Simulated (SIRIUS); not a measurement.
# Ni in SIRIUS: convergence with wave cutoff

Ni:

```
Ni
1.0
     0.00000    1.73757    1.73757
     1.73757    0.00000    1.73757
     1.73757    1.73757    0.00000
Ni
1
Direct
  0.00000 0.00000 0.00000
```

```yaml
Program: SIRIUS 7.10.0
Task: single point
Functional: LDA
Potentials_or_basis: JTH 2.0 LDA (PAW)
Cutoff: 218 eV
Density_cutoff: 1737 eV
k_mesh: 11 × 11 × 11
Occupations: cold, width 0.05 eV
Spin: collinear spin, ferromagnetic start
Starting_moments: "[1.0] μB"
```

These are the settings of the first run; the series varies wave cutoff, with any setting tied to it.

Hardware: 1 thread of Arm Neoverse V2 (shared host).

```
wave cutoff  energy less the tightest run (meV/atom)  pressure (GPa)  SCF cycles  CPU time (s)  peak memory (GiB)
   217.7 eV                                342184.59       -12436.09          16           9.5               0.14
   313.5 eV                                 59664.55        -3728.24          21            16               0.18
   426.7 eV                                  6103.09         -581.55          25            19               0.19
   557.3 eV                                   571.39          -33.63          24            28               0.22
   705.3 eV                                   431.32          -17.86          25            33               0.25
   870.8 eV                                   157.24          -22.09          25            48               0.28
  1151.6 eV                                    15.13           -9.40          25            64               0.34
  1471.6 eV                                     0.00          -10.31          26            93               0.43
```

Not settled before the last step: the energy (to 1 meV/atom), the pressure (to 0.1 GPa). The tightest run that finished is the yardstick and may itself not be fully converged.
